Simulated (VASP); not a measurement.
A run of VASP 6.6.1 is set up as follows.

Contents of INCAR:

```
SYSTEM = AlGaN2
PREC = Accurate ; ENCUT = 520
EDIFF = 1E-8 ; ISMEAR = 0
SIGMA = 0.02 ; LREAL = .FALSE.
LASPH = .TRUE. ; NELM = 100
ALGO = Fast ; ISIF = 2
LWAVE = .FALSE. ; LCHARG = .FALSE.
GGA = CA ; LEPSILON = .TRUE.
KPAR = 4
```

Contents of KPOINTS:

```
regular mesh
0
G
  10 10 6
  0 0 0
```

POSCAR

```
AlGaN2
1.0
    3.1408770487      0.0000000000      0.0000000000
    0.0000000000      3.1408770487      0.0000000000
    0.0000000000      0.0000000000      4.4238379400
Ga Al N
1 1 2
Direct
    0.0000000000      0.0000000000      0.0000000000
    0.5000000000      0.5000000000      0.5000000000
    0.0000000000      0.5000000000      0.2617351900
    0.5000000000      0.0000000000      0.7382648100
```

Potentials or basis: VASP PAW LDA potentials, release 64 (Ga_d, Al, N).

Run with:

```sh
$ cat potpaw_LDA.64/Ga_d/POTCAR potpaw_LDA.64/Al/POTCAR potpaw_LDA.64/N/POTCAR > POTCAR
$ mpirun -np 4 vasp_std > vasp.out
```

(1) Predict the electronic dielectric tensor (diagonal).

(2) Estimate the Born charges (mean of the diagonal).

(3) Estimate the band gap on the k mesh.

## Answers

(1) 5.14, 5.14, 5.12.

(2) Ga +2.57; Al +2.56; N -2.56 e.

(3) 2.87 eV, direct.
